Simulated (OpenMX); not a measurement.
CaF2 (Fluorite) under changes of volume

One of the cells (13.579 Å³/atom); the others are scaled copies at fixed shape and fractional positions:

```xyz
3
Lattice="0.0000 2.7310 2.7310 2.7310 0.0000 2.7310 2.7310 2.7310 0.0000" Properties=species:S:1:pos:R:3 pbc="T T T"
Ca    0.0000    0.0000    0.0000
F     4.0965    4.0965    4.0965
F     1.3655    1.3655    1.3655
```

* Program: OpenMX 3.8.5
* Functional: LDA
* Potentials or basis: OpenMX 2013 LDA set, Ca9.0-s3p2d1, F6.0-s2p2d1, fixed grid of 36 × 36 × 36 points
* k mesh: 9 × 9 × 9
* Occupations: fermi-dirac, width 0.05 eV
* Spin: no spin polarisation

```tsv
volume (Å³/atom)	energy over the lowest point (meV/atom)	gap on the mesh (eV)
12.764	0.00	7.26
13.036	1.43	7.13
13.308	6.22	7.00
13.579	13.90	6.87
13.851	24.16	6.76
14.122	?	?
14.394	51.18	6.53
```

Q: What does the run at 14.122 Å³/atom give?

A: Energy over the lowest point 36.65 meV/atom; gap on the mesh 6.64 eV.

Worked out: A Birch-Murnaghan fit of order 3 (a polynomial in V^(-2/3)) to the other rows has its minimum at 12.79 Å³/atom with B0 = V·E''(V) = 104 GPa and B' = 5.0. It gives 36.66 meV/atom at 14.122 Å³/atom, against the run's 36.65. A straight line through the other rows of the gap, of slope -6.08 eV per unit of ln V, gives 6.64 eV, against the run's 6.64.

Energies are extrapolated to zero smearing.

Caveats: an odd mesh through Γ misses points on the zone boundary, where band edges often lie; the basis of atomic orbitals isn't converged, which shifts pressures, moduli and gaps.
